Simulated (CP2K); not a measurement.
The system is TaAs.

```
Ta As
1.0
     3.44363    0.00000    0.00000
     0.00000    3.44363    0.00000
     1.72181   -1.72181    5.86794
Ta As
2 2
Cartesian
  1.7218 1.7218 0.0004
  1.7218 0.0000 2.9344
  1.7218 1.7218 4.8982
  3.4436 1.7218 1.9642
```

The cell is a database's computed one.

Program: CP2K 2026.2. Alike in all runs: no spin polarisation; cell as given; k mesh 8 × 8 × 8.

Task: Order these runs on this cell by their pressure, lowest first.
A. level r2SCAN; potentials or basis POTENTIAL_UZH Ta GTH-SCAN-q13, As GTH-SCAN-q5; DZVP-MOLOPT-SCAN-GTH basis; smearing fermi-dirac 0.0259 eV; EPS_DEFAULT 1.0E-10; NGRIDS 5; CUTOFF of the grids 675 Ry
B. level LDA; potentials or basis GTH_POTENTIALS Ta GTH-PADE-q13, As GTH-PADE-q5; DZVP-MOLOPT-PBE-GTH basis; smearing fermi-dirac 0.01 eV; EPS_DEFAULT 1.0E-9; NGRIDS 4; CUTOFF of the grids 450 Ry
C. level vdW-DF-cx; potentials or basis POTENTIAL_UZH Ta GTH-PBE-q13, As GTH-PBE-q5; TZVP-MOLOPT-PBE-GTH basis; smearing fermi-dirac 0.05 eV; EPS_DEFAULT 1.0E-9; NGRIDS 5; hirshfeld SHAPE_FUNCTION GAUSSIAN; VORONOI_RADII VDW; CUTOFF of the grids 675 Ry
D. level PBE; potentials or basis POTENTIAL_UZH Ta GTH-PBE-q13, As GTH-PBE-q5; TZVP-MOLOPT-PBE-GTH basis; smearing fermi-dirac 0.05 eV; EPS_DEFAULT 1.0E-9; NGRIDS 5; hirshfeld SHAPE_FUNCTION GAUSSIAN; VORONOI_RADII VDW; CUTOFF of the grids 675 Ry

Result: B (-20.6 GPa), A (-3.3 GPa), C (0.1 GPa), D (2.3 GPa).

Caveats: the basis of atomic orbitals isn't converged, which shifts pressures, moduli and gaps; the potentials were made for another functional, which shifts forces and pressure (some runs); so large a pressure means that the cell lies far from this level's equilibrium, or that cutoff or potentials fall short (some runs).

Not every run made on this cell is shown here.
